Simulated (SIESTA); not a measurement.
Write the native input for SIESTA 5.4.2 that does the following.

| Property | Result |
| --- | --- |
| Task | single point |
| Functional | PW91 |
| Potentials or basis | PseudoDojo 0.4 standard (PBE files) |
| Basis | DZP (energy shift 0.003 Ry; two zetas on semicore shells) |
| Grid cutoff | 800 Ry |
| Energy shift | 0.003 Ry |
| k mesh | 10 × 10 × 10 |
| Occupations | fermi-dirac, width 0.05 eV |
| Spin | no spin polarisation |

The system is ZrC.

```
CELL_PARAMETERS angstrom
0.00000 2.36500 2.36500
2.36500 0.00000 2.36500
2.36500 2.36500 0.00000
ATOMIC_POSITIONS crystal
Zr 0.50000 0.50000 0.50000
C 0.00000 0.00000 0.00000
```

One way to write it, as run:

ZrC.fdf

```
SystemName                      ZrC
SystemLabel                     ZrC
NumberOfSpecies                 2
NumberOfAtoms                   2
%block ChemicalSpeciesLabel
  1  40 Zr
  2   6 C
%endblock ChemicalSpeciesLabel

UseStructFile                   true

%block kgrid.MonkhorstPack
   10   0   0  0.0
    0  10   0  0.0
    0   0  10  0.0
%endblock kgrid.MonkhorstPack
XC.Functional                   GGA
XC.Authors                      PW91
PAO.BasisSize                   DZP
PAO.EnergyShift                 0.003 Ry
Mesh.Cutoff                     800 Ry
OccupationFunction              FD
ElectronicTemperature           0.05 eV
MaxSCFIterations                120
SCF.MustConverge                false
SCF.Mixer.Method                Pulay
SCF.Mixer.Weight                0.25
SCF.Mixer.History               8
SCF.DM.Tolerance                5.0e-05
SCF.H.Tolerance                 1.0e-03 eV
WriteForces                     true
Charge.Mulliken                 end
%block PAO.Basis
  Zr 5
  n=4 0 2
    3.497 0.000
  n=5 0 2
    9.077 0.000
  n=4 1 2
    4.057 0.000
  n=5 1 1
    9.077
  n=4 2 2
    7.326 0.000
%endblock PAO.Basis
```

ZrC.STRUCT_IN

```
   0.0000000000     2.3650000000     2.3650000000
   2.3650000000     0.0000000000     2.3650000000
   2.3650000000     2.3650000000     0.0000000000
2
1  40    0.5000000000     0.5000000000     0.5000000000
2   6    0.0000000000     0.0000000000     0.0000000000
```

Potentials or basis: PseudoDojo 0.4 standard (PBE files), DZP (energy shift 0.003 Ry; two zetas on semicore shells).

Launch:

```console
$ siesta ZrC.fdf > ZrC.out 2>&1
```

It gave:

| Quantity | Value |
| --- | --- |
| Pressure | -0.9 GPa |
| Band gap on the k mesh | none (metal or under the smearing width) |

Caveat: the potentials were made for another functional, which shifts forces and pressure; the basis of atomic orbitals isn't converged, which shifts pressures, moduli and gaps.

It took 79 s on 1 thread of Arm Neoverse V1, with other jobs on the host, peak memory 0.29 GiB.
